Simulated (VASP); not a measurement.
Here is a VASP 6.6.1 calculation.

Contents of INCAR:

```
PREC = Accurate ; ENCUT = 600
EDIFF = 1E-6 ; ISMEAR = 1
SIGMA = 0.1 ; LREAL = False
LASPH = True ; NELM = 80
ALGO = Normal ; ISIF = 3
LWAVE = False ; LCHARG = False
GGA = PE ; IBRION = 2
NSW = 90 ; EDIFFG = -0.01
KPAR = 4
```

The input KPOINTS:

```
regular mesh
0
Gamma
  8 8 8
```

POSCAR

```
CoSi
1.0
    4.4380000000      0.0000000000      0.0000000000
    0.0000000000      4.4380000000      0.0000000000
    0.0000000000      0.0000000000      4.4380000000
Co Si
4 4
Direct
    0.1400000000      0.1400000000      0.1400000000
    0.3600000000      0.8600000000      0.6400000000
    0.6400000000      0.3600000000      0.8600000000
    0.8600000000      0.6400000000      0.3600000000
    0.8430000000      0.8430000000      0.8430000000
    0.6570000000      0.1570000000      0.3430000000
    0.3430000000      0.6570000000      0.1570000000
    0.1570000000      0.3430000000      0.6570000000
```

Potentials or basis: VASP PAW PBE potentials, release 64 (Co, Si).

Run with:

```sh
$ cat potpaw_PBE.64/Co/POTCAR potpaw_PBE.64/Si/POTCAR > POTCAR
$ mpirun -np 4 vasp_std > vasp.out
```

Question: Estimate the band gap on the k mesh.

Answer: None (metal or under the smearing width).

Question: What does it give for the relaxed cell?

Answer: a = 4.429 Å, b = 4.429 Å, c = 4.429 Å, α = 90.00°, β = 90.00°, γ = 90.00°.

Question: Predict the relaxed volume.

Answer: 10.86 Å³/atom.

Question: What does it give for the space group after relaxing (to 0.05 Å)?

Answer: P2_13 (No. 198).

The path:
```tsv
step	energy change (eV)	largest force (eV/Å)	pressure (GPa)	volume (Å³)
1	0.0000	0.2729	-0.44	87.41
2	-0.0125	0.1891	0.20	87.04
3	-0.0191	0.0835	1.30	86.47
4	-0.0192	0.0697	-1.29	87.40
5	-0.0220	0.0595	-0.03	86.94
6	-0.0225	0.0204	0.02	86.91
7	-0.0225	0.0007	0.01	86.90
```

Spin polarisation is off, so any magnetic state and its effect on volume and gap are missing.
